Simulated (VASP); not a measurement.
Runs of VASP 6.6.1 on Si2Mo. It takes space group P6_222 (No. 180, hexagonal). The conventional cell has a = 4.585 Å, b = 4.585 Å, c = 6.580 Å, α = 90.00°, β = 90.00°, γ = 120.00°. Around Mo (site symmetry 222) lie 10 Si at 2.57 to 2.67 Å. Si (site symmetry 2) has 5 Si at 2.55 to 2.67 Å and 5 Mo at 2.57 to 2.67 Å as nearest neighbours. Measurements of this composition are mostly on another form, of space group No. 139.

| task | level | potentials or basis | cell | k mesh | cutoff (eV) | smearing | ladder | gap on the mesh (eV) | pressure (GPa) | V0 of scaled cells (Å³/atom) | B0 (GPa) |
| --- | --- | --- | --- | --- | --- | --- | --- | --- | --- | --- | --- |
| equation of state | PBEsol | VASP PAW PBE potentials, release 64 (Mo_sv, Si) | P6_222, 13.31 Å³/atom | 7 × 7 × 4 | 520 | fermi-dirac 0.05 eV | free | - | - | 13.25 | (a) |
| single point | PBEsol | VASP PAW PBE potentials, release 64 (Mo_sv, Si) | P6_222, 13.31 Å³/atom | 7 × 7 × 4 | 520 | fermi-dirac 0.05 eV | free | (b) | -1.1 | - | - |
| equation of state | LDA | VASP PAW LDA potentials, release 64 (Mo_sv, Si) | P6_222, 13.05 Å³/atom | 6 × 6 × 4 | 520 | gaussian 0.02 eV | gaps | - | - | 13.05 | 228 |
| relaxation of cell and atoms | LDA | VASP PAW LDA potentials, release 64 (Mo_sv, Si) | relaxed | 6 × 6 × 4 | 600 | gaussian 0.02 eV | gaps | 0.01 | 0.0 | - | - |

Alike in all rows: no spin polarisation.

Fill in the values left out.

(a) 222; (b) 0.26.

Caveats: the cell was scaled at fixed shape and fractional positions, which overstates the stiffness of a crystal with free parameters, most of all of layers and chains (some runs); the PAW data sets were made with another functional, which shifts forces and pressure a little (some runs); an odd mesh through Γ misses points on the zone boundary, where band edges often lie (some runs).

A k mesh can miss the band edges, and the runs leave out spin-orbit coupling on Mo.
